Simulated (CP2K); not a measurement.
GaP:

```xyz
2
Lattice="3.8541 0.0000 0.0000 1.9270 3.3377 0.0000 1.9270 1.1126 3.1468" Properties=species:S:1:pos:R:3 pbc="T T T"
Ga    0.0000    0.0000    0.0000
P     5.7811    3.3377    2.3601
```

Base run:

```yaml
Program: CP2K 2026.2
Functional: TPSS
Potentials_or_basis: POTENTIAL_UZH Ga GTH-PBE-q13, P GTH-PBE-q5; TZVP-MOLOPT-PBE-GTH basis
Density_cutoff: 9184 eV
k_mesh: 8 × 8 × 8
Occupations: fermi-dirac, width 0.05 eV
Spin: no spin polarisation
```

Its results: band gap on the k mesh 1.70 eV, indirect (least direct gap 1.90 eV); pressure 2.1 GPa.

Question: After a change of settings the same cell gave: band gap on the k mesh 1.59 eV, indirect (least direct gap 1.67 eV); pressure 2.3 GPa. Which change was it?
A. functional from TPSS to rev-vdW-DF2
B. functional from TPSS to PBEsol
C. functional from TPSS to optB88-vdW
D. functional from TPSS to AM05

Answer: A.

Caveats: the potentials were made for another functional, which shifts forces and pressure; the basis of atomic orbitals isn't converged, which shifts pressures, moduli and gaps.
